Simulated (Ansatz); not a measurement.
**ZnGa$_{2}$O$_{4}$: sound and stiffness along [100], [110] and [111]**

Theory: DFT PBEsol, scalar-relativistic, plane waves, PAW (Ansatz 0.2.0). Plane waves to 420 eV; Γ-centred k mesh 6×6×6; fixed occupations. No spin polarisation.

Equilibrium structure at this level:
```
Zn Ga O
1.0
     0.00000    4.16985    4.16985
     4.16985    0.00000    4.16985
     4.16985    4.16985    0.00000
Zn Ga O
2 4 8
Direct
  0.50000 0.50000 0.50000
  0.75000 0.75000 0.75000
  0.12500 0.12500 0.62500
  0.12500 0.62500 0.12500
  0.62500 0.12500 0.12500
  0.12500 0.12500 0.12500
  0.88631 0.34106 0.88631
  0.36369 0.36369 0.90894
  0.36369 0.36369 0.36369
  0.90894 0.36369 0.36369
  0.88631 0.88631 0.88631
  0.34106 0.88631 0.88631
  0.36369 0.90894 0.36369
  0.88631 0.88631 0.34106
```

With ions relaxed, on the cubic axes: C11 = 256.9, C12 = 152.1, C44 = 110.7 GPa. The density is 6.157 g/cm³.

Problem. Is the crystal stable against strain, and how anisotropic is it?

Solution. Born's conditions hold: C11 + 2C12 = 561.0, C11 − C12 = 104.9 and C44 = 110.7 GPa are all positive. B = (C11 + 2C12)/3 = 187.0 GPa. The two shear moduli are C44 and C′ = (C11 − C12)/2 = 52.4 GPa, so Zener's ratio is A = C44/C′ = 2.11: the tetragonal shear C′ is the soft one, as in many fcc and bcc metals and zincblende crystals. The Cauchy pressure C12 − C44 is 41.3 GPa; it would vanish for pair forces between atoms on inversion centres at zero pressure, and a positive value is usual with metallic or many-body binding, and where atoms off inversion centres relax under shear, which lowers C44.

Problem. Give the sound speeds along the three symmetry directions.

Solution. The Christoffel equation gives ρv² for each branch:
| direction | branch | ρv² | GPa | v (m/s) |
| --- | --- | --- | --- | --- |
| [100] | L | C11 | 256.9 | 6460 |
| [100] | T (×2) | C44 | 110.7 | 4241 |
| [110] | L | (C11 + C12 + 2C44)/2 | 315.2 | 7155 |
| [110] | T, u ∥ [001] | C44 | 110.7 | 4241 |
| [110] | T, u ∥ [1-10] | (C11 − C12)/2 | 52.4 | 2918 |
| [111] | L | (C11 + 2C12 + 4C44)/3 | 334.6 | 7372 |
| [111] | T (×2) | (C11 − C12 + C44)/3 | 71.9 | 3416 |

Problem. How does Young's modulus depend on direction?

Solution. Inverting gives S11 = 6.952, S12 = -2.585, S44 = 9.032 TPa⁻¹. Along a unit vector (l, m, n), 1/E = S11 − 2(S11 − S12 − S44/2)(l²m² + m²n² + n²l²), where the last bracket is 0, 1/4 and 1/3 for [100], [110] and [111]: E = 144, 225 and 277 GPa. With A > 1 the body diagonal is stiffest. For a film on (001), the biaxial modulus is C11 + C12 − 2C12²/C11 = 229 GPa and the normal strain is −2C12/C11 = -1.18 times the in-plane one.

Cost: 2 runs of about 23 core-minutes in all, on Arm Neoverse V2 (shared hosts).

ZnGa₂O₄ resists volume change far better than tetragonal shear, and its slowest sound wave is the [110] transverse branch polarised along [1-10], at 2918 m/s. The anisotropy probably reflects the spinel framework. Zn–O bonds point along the body diagonals, so a tetragonal strain mainly bends the angles in the ZnO₄ tetrahedra, whereas the C44 shear stretches or compresses the bonds themselves. The nearly close-packed oxygen sublattice, with its contacts along ⟨110⟩, favours the same order. The Ga–O bonds, lying close to the cube axes, work against it but evidently do not prevail.

The positive Cauchy pressure is no sign of metallic bonding in this wide-gap oxide. Zn and O sit off inversion centres, and their internal displacements, together with non-central forces and the polarisability of oxygen, can account for it; the relaxed constants alone do not separate these contributions. The Born conditions establish stability against small homogeneous strains only, not against finite-wavevector phonons or decomposition into the binary oxides.
